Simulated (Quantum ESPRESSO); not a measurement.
BAs under changes of volume

One of the cells (13.626 Å³/atom); the others are scaled copies at fixed shape and fractional positions:

```
As B
1.0
     0.00000    2.38850    2.38850
     2.38850    0.00000    2.38850
     2.38850    2.38850    0.00000
As B
1 1
Cartesian
  3.5827 3.5827 3.5827
  0.0000 0.0000 0.0000
```

| Property | Result |
| --- | --- |
| Program | Quantum ESPRESSO 7.5 |
| Functional | LDA |
| Potentials or basis | PseudoDojo 0.4.1 SR LDA standard |
| Cutoff | 1088 eV |
| Density cutoff | 4354 eV |
| k mesh | 10 × 10 × 10 |
| Occupations | fermi-dirac, width 0.05 eV |
| Spin | no spin polarisation |

```csv
volume (Å³/atom),energy over the lowest point (meV/atom),pressure (GPa),gap on the mesh (eV)
12.809,6.58,5.0,1.09
13.081,0.55,1.6,1.11
13.354,0.00,-1.4,1.12
13.626,4.39,-4.2,1.14
13.899,13.20,-6.6,1.16
14.171,26.03,-8.9,1.17
14.444,?,?,?
```

What does the run at 14.444 Å³/atom give?

Energy over the lowest point 42.46 meV/atom; pressure -10.9 GPa; gap on the mesh 1.19 eV.

Worked out: A Birch-Murnaghan fit of order 3 (a polynomial in V^(-2/3)) to the other rows has its minimum at 13.25 Å³/atom with B0 = V·E''(V) = 147 GPa and B' = 4.1. It gives 42.50 meV/atom at 14.444 Å³/atom, against the run's 42.46, and -dE/dV = -10.7 GPa, against -10.9. A straight line through the other rows of the gap, of slope 0.806 eV per unit of ln V, extrapolates to 1.19 eV, against the run's 1.19.

Energies are extrapolated to zero smearing.

A mesh can miss the band edges. Spin-orbit coupling on As is left out.
